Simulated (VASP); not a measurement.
# NaCl (P4mm) in VASP: notebook

Runs on NaCl. Level: PBE. Tasks: single point.

Everything below comes from runs of VASP 6.6.1. Logs are shortened: lines on timing, memory, paths and dates and some standing lists are left out, and cuts for length are marked.

### Step 1. The cell of the first run

The structure is tetragonal, space group P4mm (No. 99). The conventional cell has a = 3.502 Å, b = 3.502 Å, c = 3.502 Å, α = 90.00°, β = 90.00°, γ = 90.00°. Na (site symmetry 4mm) is surrounded by 8 Cl at 2.98 to 3.09 Å. Cl (site symmetry 4mm) has 8 Na at 2.98 to 3.09 Å as nearest neighbours.

Measurements of this composition are mostly on another form, of space group No. 225.

### Step 2. Single point, PBE (atom 1 (Na) moved by (+0.000, -0.100) A along [1 1 0] and z)

INCAR

```
PREC = Accurate
ENCUT = 520
EDIFF = 1E-6
ISMEAR = 0
SIGMA = 0.05
LREAL = F
LASPH = T
NELM = 100
ALGO = Normal
ISIF = 2
LWAVE = F
LCHARG = F
GGA = PE
NBANDS = 14
```

KPOINTS

```
regular mesh
0
Gamma
  6 6 6
```

POSCAR

```
NaCl
1.0
    3.5021900000      0.0000000000      0.0000000000
    0.0000000000      3.5021900000      0.0000000000
    0.0000000000      0.0000000000      3.5021900000
Na Cl
1 1
Direct
    0.0000000000      0.0000000000     -0.0285535622
    0.5000000000      0.5000000000      0.5000000000
```

Potentials or basis: VASP PAW PBE potentials, release 64 (Na_pv, Cl).

Launch:

```bash
$ cat potpaw_PBE.64/Na_pv/POTCAR potpaw_PBE.64/Cl/POTCAR > POTCAR
$ mpirun -np 1 vasp_std > vasp.out
```

OUTCAR:

```text
PREC = Accurate
   ENCUT = 520
   EDIFF = 1E-6
   ISMEAR = 0
   LREAL = F
   LASPH = T
   NELM = 100
   ISIF = 2
   GGA = PE

 ion  position               nearest neighbor table
   1  0.000  0.000  0.971-
   2  0.500  0.500  0.500-

  LATTYP: Found a simple cubic cell.
 ALAT       =     3.5021900000

  Lattice vectors:

 A1 = (   3.5021900000,   0.0000000000,   0.0000000000)
 A2 = (   0.0000000000,   3.5021900000,   0.0000000000)
 A3 = (   0.0000000000,   0.0000000000,   3.5021900000)

Analysis of symmetry for initial positions (statically):
=====================================================================
 Subroutine PRICEL returns:
 Original cell was already a primitive cell.

 Routine SETGRP: Setting up the symmetry group for a
 simple cubic supercell.

 Subroutine GETGRP returns: Found  8 space group operations
 (whereof  8 operations were pure point group operations)
 out of a pool of 48 trial point group operations.

The static configuration has the point symmetry C_4v.

Analysis of symmetry for dynamics (positions and initial velocities):
=====================================================================
 Subroutine PRICEL returns:
 Original cell was already a primitive cell.

 Routine SETGRP: Setting up the symmetry group for a
 simple cubic supercell.

 Subroutine GETGRP returns: Found  8 space group operations
 (whereof  8 operations were pure point group operations)
 out of a pool of 48 trial point group operations.

The dynamic configuration has the point symmetry C_4v.

 Subroutine INISYM returns: Found  8 space group operations
 (whereof  8 operations are pure point group operations),
 and found     1 'primitive' translations

----------------------------------------------------------------------------------------

                                     Primitive cell

  volume of cell :      42.9555

  direct lattice vectors                    reciprocal lattice vectors
     3.502190000  0.000000000  0.000000000     0.285535622  0.000000000  0.000000000
     0.000000000  3.502190000  0.000000000     0.000000000  0.285535622  0.000000000
     0.000000000  0.000000000  3.502190000     0.000000000  0.000000000  0.285535622

  length of vectors
     3.502190000  3.502190000  3.502190000     0.285535622  0.285535622  0.285535622

  position of ions in fractional coordinates (direct lattice)
     0.000000000  0.000000000  0.971446438
     0.500000000  0.500000000  0.500000000

  ion indices of the primitive-cell ions
   primitive index   ion index
                 1           1
                 2           2

----------------------------------------------------------------------------------------

 KPOINTS: regular mesh

Automatic generation of k-mesh.
 Grid dimensions read from file:
 generate k-points for:    6    6    6

 Generating k-lattice:

  Cartesian coordinates                     Fractional coordinates (reciprocal lattice)
     0.047589270  0.000000000  0.000000000     0.166666667  0.000000000  0.000000000
     0.000000000  0.047589270  0.000000000     0.000000000  0.166666667  0.000000000
     0.000000000  0.000000000  0.047589270     0.000000000  0.000000000  0.166666667

  Length of vectors
     0.047589270  0.047589270  0.047589270

  Shift w.r.t. Gamma in fractional coordinates (k-lattice)
     0.000000000  0.000000000  0.000000000

 Subroutine IBZKPT returns following result:
 ===========================================

 Found     40 irreducible k-points:

 Following reciprocal coordinates:
            Coordinates               Weight
  0.000000  0.000000  0.000000      1.000000
  0.166667  0.000000  0.000000      4.000000
  0.000000  0.000000  0.166667      2.000000
  0.333333  0.000000  0.000000      4.000000
  0.000000  0.000000  0.333333      2.000000
  0.500000  0.000000  0.000000      2.000000
[... 16 lines left out ...]
  0.166667  0.166667  0.166667      8.000000
  0.333333  0.166667  0.166667     16.000000
 [... further k-points ...]
   k-points           NKPTS =     40   k-points in BZ     NKDIM =     40   number of bands    NBANDS=     14
   number of dos      NEDOS =    301   number of ions     NIONS =      2
   total plane-waves  NPLWV =  21952
   dimension x,y,z NGX =    28 NGY =   28 NGZ =   28
   dimension x,y,z NGXF=    56 NGYF=   56 NGZF=   56
   ions per type =               1   1
   NGX,Y,Z   is equivalent  to a cutoff of  13.29, 13.29, 13.29 a.u.
   NGXF,Y,Z  is equivalent  to a cutoff of  26.58, 26.58, 26.58 a.u.
 SYSTEM =  unknown system
   PREC   = accura    normal or accurate (medium, high low for compatibility)
   ISTART =      0    job   : 0-new  1-cont  2-samecut
   ICHARG =      2    charge: 1-file 2-atom 10-const
   ISPIN  =      1    spin polarized calculation?
   LNONCOLLINEAR =      F non collinear calculations
   LSORBIT =      F    spin-orbit coupling
   LASPH  =      T    aspherical Exc in radial PAW
   ENCUT  =  520.0 eV  38.22 Ry    6.18 a.u.   6.51  6.51  6.51*2*pi/ulx,y,z
   NELM   =    100;   NELMIN=  2; NELMDL= -5     # of ELM steps
   EDIFF  = 0.1E-05   stopping-criterion for ELM
   LREAL  =      F    real-space projection
   EDIFFG = 0.1E-04   stopping-criterion for IOM
   NSW    =      0    number of steps for IOM
   IBRION =     -1    ionic relax: 0-MD 1-quasi-New 2-CG
   NFREE  =      0    steps in history (QN), initial steepest desc. (CG)
   ISIF   =      2    stress and relaxation
   ISYM   =      2    0-nonsym 1-usesym 2-fastsym
   POTIM  = 0.5000    time-step for ionic-motion
   TEBEG  =    0.0;   TEEND  =   0.0 temperature during run
   PSTRESS=    0.0 pullay stress
   NELECT =      14.0000    total number of electrons
   NUPDOWN=      -1.0000    fix difference up-down
   EMIN   =  10.00;   EMAX   =-10.00  energy-range for DOS
   EFERMI =   0.00;   METHOD = LEGACY
   ISMEAR =     0;   SIGMA  =   0.05  broadening in eV -4-tet -1-fermi 0-gaus
   EFERMI_NEDOS =   21; number of points for ismear=-14 and -15
   IALGO  =     38    algorithm
   IMIX   =      4    mixing-type and parameters
     AMIX     =   0.40;   BMIX     =  1.00
     AMIX_MAG =   1.60;   BMIX_MAG =  1.00
  volume/ion in A,a.u.               =      21.48       144.94
  Fermi-wavevector in a.u.,A,eV,Ry     =   1.126621  2.129005 17.269530  1.269275
  Thomas-Fermi vector in A             =   2.263304
   LORBIT       =      0    0 simple, 1 ext, 2 COOP (PROOUT), +10 PAW based schemes
   GGA     = PE    functional components
   LHFCALC =     F    Hartree Fock is set to
   AEXX    =    0.0000 exact exchange contribution
   IVDW    =     0    specifies the selected vdW correction
   LEPSILON=     F    determine dielectric tensor
   LRPA    =     F    only Hartree local field effects (RPA)
 non-spin polarized calculation
 Gauss-broadening in eV      SIGMA  =   0.05
  energy-cutoff  :      520.00
  volume of cell :       42.96
 maximum number of plane-waves:      1189
 NGX is ok and might be reduce to    28
   NGX = 13   NGY = 13   NGZ = 13

 number of electron      13.9999994 magnetization

 Free energy of the ion-electron system (eV)
  ---------------------------------------------------
  ext. energy  EPLUGINS =         0.00000000
  ---------------------------------------------------
  free energy    TOTEN  =        -6.46675539 eV

  energy without entropy =       -6.46675539  energy(sigma->0) =       -6.46675539

 E-fermi :   0.6848     XC(G=0):  -8.4302

 val. band max:        0.4239464393   @ k =   0.5000   0.5000   0.0000
 cond. band min:       4.4049007238   @ k =   0.0000   0.0000   0.0000
 fundamental gap:      3.9809542846
 Fermi energy:         0.6848096519

 k-point     1 :       0.0000    0.0000    0.0000
  band No.  band energies     occupation
      1     -21.6451      2.00000
      2     -21.6438      2.00000
      3     -21.6438      2.00000
      4     -12.9538      2.00000
      5      -0.0695      2.00000
      6      -0.0695      2.00000
      7      -0.0666      2.00000
      8       4.4049      0.00000
      9       8.9997      0.00000
     10       9.0145      0.00000
     11      16.1008      0.00000
     12      16.1108      0.00000
     13      16.1108      0.00000
     14      16.3280      0.00000

 k-point     2 :       0.1667    0.0000    0.0000
  band No.  band energies     occupation
      1     -21.6541      2.00000
      2     -21.6442      2.00000
      3     -21.6429      2.00000
      4     -12.8695      2.00000
      5      -0.8602      2.00000
      6      -0.0135      2.00000
      7      -0.0099      2.00000
      8       5.1311      0.00000
      9       9.3117      0.00000
     10       9.5308      0.00000
     11      14.2886      0.00000
     12      14.2914      0.00000
     13      15.5149      0.00000
     14      16.5539      0.00000

 k-point     3 :       0.0000    0.0000    0.1667
  band No.  band energies     occupation
      1     -21.6553      2.00000
      2     -21.6429      2.00000
      3     -21.6429      2.00000
      4     -12.8697      2.00000
      5      -0.8569      2.00000
      6      -0.0133      2.00000
      7      -0.0133      2.00000
      8       5.1319      0.00000
      9       9.3015      0.00000
     10       9.5393      0.00000
     11      14.2974      0.00000
     12      14.2974      0.00000
     13      15.5061      0.00000
     14      16.5329      0.00000
[... 324 lines left out ...]
 k-point    23 :       0.1667    0.1667    0.1667
  band No.  band energies     occupation
      1     -21.6541      2.00000
      2     -21.6514      2.00000
      3     -21.6508      2.00000
      4     -12.7142      2.00000
      5      -0.8980      2.00000
      6      -0.5423      2.00000
      7      -0.5394      2.00000
      8       6.3578      0.00000
      9      10.0361      0.00000
     10      10.0455      0.00000
     11      12.5093      0.00000
     12      13.3293      0.00000
     13      13.3337      0.00000
     14      17.9215      0.00000

 k-point    24 :       0.3333    0.1667    0.1667
  band No.  band energies     occupation
      1     -21.6709      2.00000
      2     -21.6507      2.00000
      3     -21.6490      2.00000
      4     -12.5543      2.00000
      5      -1.7783      2.00000
      6      -0.5244      2.00000
      7      -0.3855      2.00000
      8       7.2872      0.00000
      9       9.5776      0.00000
     10      10.0385      0.00000
     11      12.1489      0.00000
     12      12.8008      0.00000
     13      13.8004      0.00000
     14      17.7297      0.00000

 [... further k-points ...]
[... 5 lines left out ...]
  --------------------------------------------------------------------------------------
  -------------------------------------------------------------------------------------
  Total        0.0365989      0.0365989      0.0398556      0.0000000      0.0000000      0.0000000
  in kB        1.3650836      1.3650836      1.4865553      0.0000000      0.0000000      0.0000000
  external PRESSURE =       1.4055742 kB  Pullay stress =       0.0000000 kB

 VOLUME and BASIS-vectors are now :
 -----------------------------------------------------------------------------
  energy-cutoff  :      520.00
  volume of cell :       42.96
      direct lattice vectors                 reciprocal lattice vectors
     3.502190000  0.000000000  0.000000000     0.285535622  0.000000000  0.000000000
     0.000000000  3.502190000  0.000000000     0.000000000  0.285535622  0.000000000
     0.000000000  0.000000000  3.502190000     0.000000000  0.000000000  0.285535622

 POSITION                                       TOTAL-FORCE (eV/Angst)
 -----------------------------------------------------------------------------------
      0.00000      0.00000      3.40219         0.000000      0.000000      0.034434
      1.75110      1.75110      1.75110        -0.000000     -0.000000     -0.034434
 -----------------------------------------------------------------------------------
    total drift:                               -0.000000      0.000000      0.000793

  FREE ENERGIE OF THE ION-ELECTRON SYSTEM (eV)
  ---------------------------------------------------
  free  energy   TOTEN  =        -6.4667553941 eV

  energy  without entropy=       -6.4667553941  energy(sigma->0) =       -6.46675539
```

Run time: 26 s. Hardware: 1 thread of Intel Xeon Platinum 8175M at 2.50GHz (Skylake/Cascade Lake), shared host; peak memory 0.15 GiB.

Results:

* Free energy: -6.4668 eV
* Pressure: 0.1 GPa
* Largest force: 0.034 eV/Å
* Band gap on the k mesh: 3.98 eV, indirect (least direct gap 4.47 eV)

Forces in eV/Å, atoms in the order of the input:
```
Na   0.000  0.000  0.034
Cl   0.000  0.000 -0.034
```

Levels at points of the mesh, in eV from the valence-band top:
```
           k point  band 5  band 6  band 7  band 8  band 9  band 10
(0.00, 0.00, 0.00)   -0.49   -0.49   -0.49    3.98    8.58     8.59
(0.50, 0.00, 0.00)   -2.94   -0.26   -0.25    6.93    8.55    10.51
(0.00, 0.00, 0.50)   -2.94   -0.26   -0.26    6.93    8.56    10.50
(0.50, 0.50, 0.00)   -2.26   -2.26    0.00    5.55    9.89    11.03
(0.00, 0.50, 0.50)   -2.26   -2.26    0.00    5.54    9.88    11.03
(0.50, 0.50, 0.50)   -1.85   -1.85   -1.84    7.13    7.13     7.13
```

A k mesh can miss the band edges.

### Step 3. Single point, PBE (atom 1 (Na) moved by (-0.200, +0.000) A along [1 1 0] and z)

INCAR

```
SYSTEM = NaCl
PREC     = Accurate       ! precision mode
ENCUT    = 520            ! plane-wave cutoff, eV
EDIFF    = 1E-7           ! SCF threshold, eV
ISMEAR   = 0              ! smearing method
SIGMA    = 0.05           ! smearing width, eV
LREAL    = .False.        ! projectors in reciprocal space
LASPH    = .True.         ! aspherical terms in the spheres
NELM     = 60             ! most SCF steps
ALGO     = Normal         ! electronic algorithm
ISIF     = 2              ! what is computed and relaxed
LWAVE    = .False.        ! write WAVECAR
LCHARG   = .True.         ! write CHGCAR
GGA      = PE             ! functional
LELF     = .True.         ! ELF
LVHAR    = .True.       
NBANDS   = 14             ! bands
```

KPOINTS

```
regular mesh
0
Gamma
  6 6 6
  0 0 0
```

POSCAR, as its differences from that of step 2:

```diff
@@ -8,3 +8,3 @@
 Direct
-    0.0000000000      0.0000000000     -0.0285535622
+   -0.0403808349     -0.0403808349      0.0000000000
     0.5000000000      0.5000000000      0.5000000000
```

Potentials or basis: VASP PAW PBE potentials, release 64 (Na_pv, Cl).

Launch:

```bash
$ cat potpaw_PBE.64/Na_pv/POTCAR potpaw_PBE.64/Cl/POTCAR > POTCAR
$ mpirun -np 1 vasp_std > vasp.out
```

Wall time 36 s (1 thread of Intel Xeon Platinum 8175M at 2.50GHz (Skylake/Cascade Lake), shared host); peak memory 0.16 GiB.

The run converged. Its results:

```
Free energy            : -6.4609 eV
Pressure               : 0.4 GPa
Largest force          : 0.083 eV/Å
Band gap on the k mesh : 4.00 eV, indirect (least direct gap 4.48 eV)
```

Forces on the atoms (eV/Å):
```
Na   0.059  0.059  0.000
Cl  -0.059 -0.059  0.000
```

Stress tensor (GPa, compression positive):
```
0.38 0.29 0.00
0.29 0.38 0.00
0.00 0.00 0.37
```

Levels at points of the mesh, in eV from the valence-band top:
| k point | band 5 | band 6 | band 7 | band 8 | band 9 | band 10 |
| --- | --- | --- | --- | --- | --- | --- |
| (0.00, 0.00, 0.00) | -0.49 | -0.49 | -0.49 | 4.00 | 8.59 | 8.62 |
| (0.50, 0.00, 0.00) | -2.93 | -0.26 | -0.25 | 6.95 | 8.56 | 10.47 |
| (0.00, 0.00, 0.50) | -2.94 | -0.26 | -0.25 | 6.95 | 8.54 | 10.49 |
| (0.50, 0.50, 0.00) | -2.25 | -2.25 | -0.01 | 5.55 | 9.89 | 11.05 |
| (0.00, 0.50, 0.50) | -2.26 | -2.25 | 0.00 | 5.56 | 9.91 | 11.04 |
| (0.50, 0.50, 0.50) | -1.85 | -1.84 | -1.84 | 7.13 | 7.15 | 7.18 |

A k mesh can miss the band edges.

### Step 4. Single point, PBE (atom 1 (Na) moved by (-0.200, -0.100) A along [1 1 0] and z)

INCAR

```
SYSTEM = NaCl
PREC = Accurate
ENCUT = 520
EDIFF = 1E-6
ISMEAR = 0
SIGMA = 0.05
LREAL = .FALSE.
LASPH = .TRUE.
NELM = 100
ALGO = Fast
ISIF = 2
LWAVE = .FALSE.
LCHARG = .FALSE.
GGA = PE
NBANDS = 14
```

KPOINTS

```
Automatic mesh
0
G
  6 6 6
  0 0 0
```

POSCAR, as its differences from that of step 3:

```diff
@@ -8,3 +8,3 @@
 Direct
-   -0.0403808349     -0.0403808349      0.0000000000
+   -0.0403808349     -0.0403808349     -0.0285535622
     0.5000000000      0.5000000000      0.5000000000
```

Launch:

```bash
$ cat potpaw_PBE.64/Na_pv/POTCAR potpaw_PBE.64/Cl/POTCAR > POTCAR
$ mpirun -np 1 vasp_std > vasp.out
```

It took 53 s on 1 thread of Intel Xeon Platinum 8175M at 2.50GHz (Skylake/Cascade Lake), shared host; peak memory 0.16 GiB.

Results (log left out):

| Item | Value |
| --- | --- |
| Free energy | -6.4585 eV |
| Pressure | 0.3 GPa |
| Largest force | 0.104 eV/Å |
| Band gap on the k mesh | 4.00 eV, indirect (least direct gap 4.49 eV) |

Forces in eV/Å, atoms in the order of the input:
```
Na   0.064  0.064  0.049
Cl  -0.064 -0.064 -0.049
```

Stress tensor (GPa, compression positive):
```
0.35 0.31 0.23
0.31 0.35 0.23
0.23 0.23 0.35
```

Levels at points of the mesh, in eV from the valence-band top:
```tsv
k point	band 5	band 6	band 7	band 8	band 9	band 10
(0.00, 0.00, 0.00)	-0.49	-0.49	-0.49	4.00	8.60	8.62
(0.50, 0.00, 0.00)	-2.93	-0.26	-0.25	6.96	8.55	10.47
(0.00, 0.00, 0.50)	-2.93	-0.26	-0.24	6.96	8.54	10.48
(0.50, 0.50, 0.00)	-2.25	-2.25	0.00	5.55	9.90	11.05
(0.00, 0.50, 0.50)	-2.26	-2.25	0.00	5.56	9.91	11.04
(0.50, 0.50, 0.50)	-1.84	-1.84	-1.83	7.14	7.15	7.20
```

A k mesh can miss the band edges.

### Step 5. Summary

```tsv
cell	gap on the mesh (eV)	pressure (GPa)	largest force (eV/Å)
atom 1 (Na) moved by (+0.000, -0.100) A along [1 1 0] and z	3.98	0.1	0.03
atom 1 (Na) moved by (-0.200, +0.000) A along [1 1 0] and z	4.00	0.4	0.08
atom 1 (Na) moved by (-0.200, -0.100) A along [1 1 0] and z	4.00	0.3	0.10
```

Alike in all rows: task single point; level PBE; potentials or basis VASP PAW PBE potentials, release 64 (Na_pv, Cl); no spin polarisation; k mesh 6 × 6 × 6; cutoff (eV) 520; smearing gaussian 0.05 eV.

Absolute energies hang on the potentials; compare differences alone.
